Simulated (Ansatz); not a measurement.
# ZrO2: single point with PBE

ZrO2:

```
Zr O
1.0
     0.00000    2.54507    2.54507
     2.54507    0.00000    2.54507
     2.54507    2.54507    0.00000
Zr O
1 2
Direct
  0.00000 0.00000 0.00000
  0.75000 0.75000 0.75000
  0.25000 0.25000 0.25000
```

Measurements of this composition are mostly on another form, of space group No. 14.

* Program: Ansatz 0.2.0
* Task: single point
* Functional: PBE
* Potentials or basis: Ansatz PAW
* Cutoff: 420 eV (not typed: the program's choice for these potentials)
* k mesh: 9 × 9 × 9
* Occupations: gaussian, width 0.029 eV
* Spin: no spin polarisation

The pressure is 3.7 GPa and the band gap on the k mesh is 3.41 eV, indirect (least direct gap 3.89 eV).

Levels at points of the mesh, in eV from the valence-band top:
```tsv
k point	band 8	band 9	band 10	band 11	band 12	band 13	band 14	band 15	band 16
(0.00, 0.00, 0.00)	-5.18	-5.18	-0.48	-0.48	-0.48	3.41	3.41	6.63	9.41
```

Run time: 0.97 s on 2 threads of Arm Neoverse V1, on a shared host, peak memory 0.29 GiB.

Caveat: odd divisions of the mesh miss points on the zone boundary, where band edges often lie, so the gap on the mesh can be too wide; the pressure holds a Pulay correction of +0.7 GPa for the finite cutoff. A k mesh can miss the band edges.
